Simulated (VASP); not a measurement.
# Si (I4_1/amd) in VASP: settings compared

The runs below take Si through phonons, with LDA, PBE.

Program: VASP 6.6.1. These are calculated values, not measurements. Logs are shortened: lines on timing, memory, paths and dates and some standing lists are left out, and cuts for length are marked.

### 1 The crystal as given

Symmetry: I4_1/amd, No. 141, tetragonal system. The conventional cell has a = 3.830 Å, b = 3.830 Å, c = 5.485 Å, α = 90.00°, β = 90.00°, γ = 90.00°. Si (site symmetry -4m2) is surrounded by 4 Si at 2.36 Å.

### 2 Phonons, LDA

File POSCAR:

```
Si
1.0
    0.0000000000      2.7079424891      2.7426550000
    2.7079424891      0.0000000000      2.7426550000
    2.7079424891      2.7079424891      0.0000000000
Si
2
Direct
    0.0000000000      0.0000000000      0.0000000000
    0.2500000000      0.2500000000      0.2500000000
```

File INCAR.step1:

```
SYSTEM = Si
PREC = Accurate ; ENCUT = 600
EDIFF = 1E-8 ; ISMEAR = 0
SIGMA = 0.01 ; LREAL = .FALSE.
LASPH = .TRUE. ; NELM = 100
ALGO = Normal ; ISIF = 3
LWAVE = .FALSE. ; LCHARG = .FALSE.
GGA = CA ; IBRION = 2
NSW = 40 ; EDIFFG = -0.002
```

File INCAR.step2:

```
SYSTEM = Si
PREC = Accurate ; ENCUT = 600
EDIFF = 1E-8 ; ISMEAR = 0
SIGMA = 0.01 ; LREAL = .FALSE.
LASPH = .TRUE. ; NELM = 100
ALGO = Normal ; ISIF = 2
LWAVE = .FALSE. ; LCHARG = .FALSE.
GGA = CA ; IBRION = 6
NFREE = 2 ; POTIM = 0.015
NSW = 1
```

File KPOINTS:

```
regular mesh
0
G
  10 10 10
  0 0 0
```

Potentials or basis: VASP PAW LDA potentials, release 64 (Si).

Command:

```sh
cat potpaw_LDA.64/Si/POTCAR > POTCAR
cp INCAR.step1 INCAR
mpirun -np 1 vasp_std > vasp.out
cp CONTCAR POSCAR
cp INCAR.step2 INCAR
mpirun -np 1 vasp_std > vasp.out
```

OUTCAR:

```text
SYSTEM = Si
   PREC = Accurate
   ENCUT = 600
   EDIFF = 1E-8
   ISMEAR = 0
   LREAL = .FALSE.
   LASPH = .TRUE.
   NELM = 100
   ISIF = 2
   GGA = CA
   IBRION = 6
   NFREE = 2
   POTIM = 0.015
   NSW = 1

 ion  position               nearest neighbor table
   1  0.000  0.000  0.000-   2 2.34   2 2.34   2 2.34   2 2.34
   2  0.250  0.250  0.250-   1 2.34   1 2.34   1 2.34   1 2.34

  LATTYP: Found a body centered tetragonal cell.
 ALAT       =     3.8204911185
 C/A-ratio  =     1.4143046004

  Lattice vectors:

 A1 = (  -2.7014951773,   0.0000000000,   2.7016690823)
 A2 = (   2.7014951773,   0.0000000000,   2.7016690823)
 A3 = (   0.0000000000,   2.7014951773,  -2.7016690823)

Analysis of symmetry for initial positions (statically):
=====================================================================
 Subroutine PRICEL returns:
 Original cell was already a primitive cell.

 Routine SETGRP: Setting up the symmetry group for a
 body centered tetragonal supercell.

 Subroutine GETGRP returns: Found 16 space group operations
 (whereof  8 operations were pure point group operations)
 out of a pool of 16 trial point group operations.

The static configuration has the point symmetry D_2d.
 The point group associated with its full space group is D_4h.

Analysis of symmetry for dynamics (positions and initial velocities):
=====================================================================
 Subroutine PRICEL returns:
 Original cell was already a primitive cell.

 Routine SETGRP: Setting up the symmetry group for a
 body centered tetragonal supercell.

 Subroutine GETGRP returns: Found 16 space group operations
 (whereof  8 operations were pure point group operations)
 out of a pool of 16 trial point group operations.

The dynamic configuration has the point symmetry D_2d.
 The point group associated with its full space group is D_4h.

 Subroutine INISYM returns: Found 16 space group operations
 (whereof  8 operations are pure point group operations),
 and found     1 'primitive' translations

----------------------------------------------------------------------------------------

                                     Primitive cell

  volume of cell :      39.4340

  direct lattice vectors                    reciprocal lattice vectors
     0.000000000  2.701495177  2.701669082    -0.185082692  0.185082692  0.185070778
     2.701495177  0.000000000  2.701669082     0.185082692 -0.185082692  0.185070778
     2.701495177  2.701495177  0.000000000     0.185082692  0.185082692 -0.185070778

  length of vectors
     3.820614090  3.820614090  3.820491118     0.320565748  0.320565748  0.320565748

  position of ions in fractional coordinates (direct lattice)
     0.000000000  0.000000000  0.000000000
     0.250000000  0.250000000  0.250000000

  ion indices of the primitive-cell ions
   primitive index   ion index
                 1           1
                 2           2

----------------------------------------------------------------------------------------

 KPOINTS: regular mesh

Automatic generation of k-mesh.
 Grid dimensions read from file:
 generate k-points for:   10   10   10

 Generating k-lattice:

  Cartesian coordinates                     Fractional coordinates (reciprocal lattice)
    -0.018508269  0.018508269  0.018507078     0.100000000 -0.000000000  0.000000000
     0.018508269 -0.018508269  0.018507078    -0.000000000  0.100000000  0.000000000
     0.018508269  0.018508269 -0.018507078     0.000000000  0.000000000  0.100000000

  Length of vectors
[... 67 lines left out ...]
   NUPDOWN=      -1.0000    fix difference up-down
   EMIN   =  10.00;   EMAX   =-10.00  energy-range for DOS
   EFERMI =   0.00;   METHOD = LEGACY
   ISMEAR =     0;   SIGMA  =   0.01  broadening in eV -4-tet -1-fermi 0-gaus
   EFERMI_NEDOS =   21; number of points for ismear=-14 and -15
   IALGO  =     38    algorithm
   IMIX   =      4    mixing-type and parameters
     AMIX     =   0.40;   BMIX     =  1.00
     AMIX_MAG =   1.60;   BMIX_MAG =  1.00
  volume/ion in A,a.u.               =      19.72       133.06
  Fermi-wavevector in a.u.,A,eV,Ry     =   0.961940  1.817803 12.589859  0.925329
  Thomas-Fermi vector in A             =   2.091356
   LORBIT       =      0    0 simple, 1 ext, 2 COOP (PROOUT), +10 PAW based schemes
   GGA     = CA    functional components
   LHFCALC =     F    Hartree Fock is set to
   AEXX    =    0.0000 exact exchange contribution
   IVDW    =     0    specifies the selected vdW correction
   LEPSILON=     F    determine dielectric tensor
   LRPA    =     F    only Hartree local field effects (RPA)
 finite differences with symmetry
 non-spin polarized calculation
 Gauss-broadening in eV      SIGMA  =   0.01
  energy-cutoff  :      600.00
  volume of cell :       39.43
 maximum number of plane-waves:      1363
   NGX = 15   NGY = 15   NGZ = 15

--------------------------------------- Ionic step        1  -------------------------------------------

 number of electron       7.9999999 magnetization

 Free energy of the ion-electron system (eV)
  ---------------------------------------------------
  ext. energy  EPLUGINS =         0.00000000
  ---------------------------------------------------
  free energy    TOTEN  =       -11.91928974 eV

  energy without entropy =      -11.91928974  energy(sigma->0) =      -11.91928974

------------------------ aborting loop because EDIFF is reached ----------------------------------------

  FORCE on cell =-STRESS in cart. coord.  units (eV):
  Direction    XX          YY          ZZ          XY          YZ          ZX
  --------------------------------------------------------------------------------------
  -------------------------------------------------------------------------------------
  Total       -0.0012118     -0.0012118     -0.0027439      0.0000000      0.0000000      0.0000000
  in kB       -0.0492367     -0.0492367     -0.1114809      0.0000000      0.0000000      0.0000000
  external PRESSURE =      -0.0699848 kB  Pullay stress =       0.0000000 kB
[... 131 lines left out ...]
--------------------------------------- Ionic step        5  -------------------------------------------

 number of electron       8.0000000 magnetization

 Free energy of the ion-electron system (eV)
  ---------------------------------------------------
  ext. energy  EPLUGINS =         0.00000000
  ---------------------------------------------------
  free energy    TOTEN  =       -11.91776309 eV

  energy without entropy =      -11.91776309  energy(sigma->0) =      -11.91776309

 E-fermi :   6.0968     XC(G=0):  -9.6632

 val. band max:        5.9994594506   @ k =   0.0000   0.0000   0.0000
 cond. band min:       6.3788939586   @ k =   0.4000   0.4000   0.0000
 fundamental gap:      0.3794345080
 Fermi energy:         6.0967734361

 k-point     1 :       0.0000    0.0000    0.0000
  band No.  band energies     occupation
      1      -6.1356      2.00000
      2       5.8544      2.00000
      3       5.9270      2.00000
      4       5.9995      2.00000
      5       8.4145      0.00000
      6       8.4566      0.00000
      7       8.4998      0.00000
      8       9.3113      0.00000
[... 243 lines left out ...]
 k-point    24 :       0.4000    0.3000    0.0000
  band No.  band energies     occupation
      1      -3.9432      2.00000
      2       0.4830      2.00000
      3       2.9863      2.00000
      4       3.4842      2.00000
      5       6.8862      0.00000
      6       8.0400      0.00000
      7      12.8750      0.00000
      8      12.9850      0.00000

 [... further k-points ...]

------------------------ aborting loop because EDIFF is reached ----------------------------------------

  FORCE on cell =-STRESS in cart. coord.  units (eV):
  Direction    XX          YY          ZZ          XY          YZ          ZX
  --------------------------------------------------------------------------------------
  -------------------------------------------------------------------------------------
  Total        0.0018793      0.0018793     -0.0034390     -0.1490890      0.0000000      0.0000000
  in kB        0.0763542      0.0763542     -0.1397246     -6.0573902      0.0000000      0.0000000
  external PRESSURE =       0.0043280 kB  Pullay stress =       0.0000000 kB
[... 17 lines left out ...]
  FREE ENERGIE OF THE ION-ELECTRON SYSTEM (eV)
  ---------------------------------------------------
  free  energy   TOTEN  =       -11.9177630903 eV

  energy  without entropy=      -11.9177630903  energy(sigma->0) =      -11.91776309

 INTERNAL STRAIN TENSORS FROM DISPLACED ATOMS
 ============================================

 INTERNAL STRAIN TENSOR FOR ION    1 for displacements in x,y,z  (eV/Angst):
          X           Y           Z          XY          YZ          ZX
  --------------------------------------------------------------------------------
  x     0.00000     0.00000     0.00000     0.00000     9.93615     0.00000
  y     0.00000     0.00000     0.00000     0.00000     0.00000     9.93615
  z     0.00000     0.00000     0.00000     9.94024     0.00000     0.00000

 INTERNAL STRAIN TENSOR FOR ION    2 for displacements in x,y,z  (eV/Angst):
          X           Y           Z          XY          YZ          ZX
  --------------------------------------------------------------------------------
  x     0.00000     0.00000     0.00000     0.00000    -9.93615     0.00000
  y     0.00000     0.00000     0.00000     0.00000     0.00000    -9.93615
  z     0.00000     0.00000     0.00000    -9.94024     0.00000     0.00000

 Eigenvectors and eigenvalues of the dynamical matrix
 ----------------------------------------------------

   1 f  =   15.367717 THz    96.558211 2PiTHz  512.611845 cm-1    63.555740 meV
             X         Y         Z           dx          dy          dz
      0.000000  0.000000  0.000000     0.000000    0.000000   -0.707107
      1.350748  1.350748  1.350835     0.000000    0.000000    0.707107
[... 16 lines left out ...]
   5 f  =    0.000000 THz     0.000000 2PiTHz    0.000000 cm-1     0.000000 meV
             X         Y         Z           dx          dy          dz
      0.000000  0.000000  0.000000     0.000000    0.000000    0.707107
      1.350748  1.350748  1.350835     0.000000    0.000000    0.707107

   6 f/i=    0.000000 THz     0.000001 2PiTHz    0.000005 cm-1     0.000001 meV
             X         Y         Z           dx          dy          dz
      0.000000  0.000000  0.000000    -0.648638    0.281547    0.000000
      1.350748  1.350748  1.350835    -0.648638    0.281547    0.000000

 ELASTIC MODULI CONTR FROM IONIC RELAXATION (kBar)
 Direction    XX          YY          ZZ          XY          YZ          ZX
 --------------------------------------------------------------------------------
 XX           0.0000      0.0000      0.0000      0.0000      0.0000      0.0000
 YY           0.0000      0.0000      0.0000      0.0000      0.0000      0.0000
 ZZ           0.0000      0.0000      0.0000      0.0000      0.0000      0.0000
 XY           0.0000      0.0000      0.0000   -295.8502      0.0000      0.0000
 YZ           0.0000      0.0000      0.0000      0.0000   -295.6229      0.0000
 ZX           0.0000      0.0000      0.0000      0.0000      0.0000   -295.6229
 --------------------------------------------------------------------------------
```

Run time: 3.9 min. Hardware: 1 thread of Intel Xeon Platinum 8488C (Sapphire Rapids), shared host; peak memory 0.26 GiB.

Results:

```yaml
Relaxed_volume: 19.72 Å³/atom
Relaxed_cell: a = 3.821 Å, b = 3.821 Å, c = 3.820 Å, α = 60.00°, β = 60.00°, γ = 60.00°
Space_group_after_relaxing_to_0.05_Å: Fd-3m (No. 227)
Highest_phonon_frequency_at_Γ: 513 cm⁻¹
```

Step by step:
```
step  energy change (eV)  largest force (eV/Å)  pressure (GPa)  volume (Å³)
   1              0.0000                0.0000           -1.85        40.22
   2             -0.0035                0.0000            1.38        38.89
   3             -0.0054                0.0000            0.12        39.38
   4             -0.0059                0.0000            0.05        39.41
   5             -0.0060                0.0000           -0.01        39.43
```

Final structure:
```yaml
crystal:
  lattice:
    - [0.00000, 2.70150, 2.70167]
    - [2.70150, 0.00000, 2.70167]
    - [2.70150, 2.70150, 0.00000]
  atoms:
    - { symbol: Si, position: [0.00000, 0.00000, 0.00000] }
    - { symbol: Si, position: [0.25000, 0.25000, 0.25000] }
```

Phonon frequencies in cm⁻¹ (negative: imaginary):
```tsv
q point	frequencies
(0.000, 0.000, 0.000)	0 0 0 513 513 513
```

(Part 1 of 2 ends here.)
